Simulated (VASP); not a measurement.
The system is Pb.

```
Pb
1.0
     0.00000    2.47502    2.47502
     2.47502    0.00000    2.47502
     2.47502    2.47502    0.00000
Pb
1
Direct
  0.00000 0.00000 0.00000
```

Base run:

| Item | Value |
| --- | --- |
| Program | VASP 6.6.1 |
| Functional | rSCAN |
| Potentials or basis | VASP PAW PBE potentials, release 64 (Pb_d) |
| Cutoff | 520 eV |
| k mesh | 9 × 9 × 9 |
| Occupations | fermi-dirac, width 0.05 eV |
| Spin | no spin polarisation |

Its results: pressure 1.3 GPa.

Task: The run is repeated on the same cell with these changes: functional from rSCAN to SCAN; further incar settings from ALGO = Normal; EDIFF = 1e-07 to ALGO = Normal; EDIFF = 1e-06; NBANDS = 13. What comes out?

Result: Pressure 0.3 GPa.

Caveats: the PAW data sets were made with another functional, which shifts forces and pressure a little.
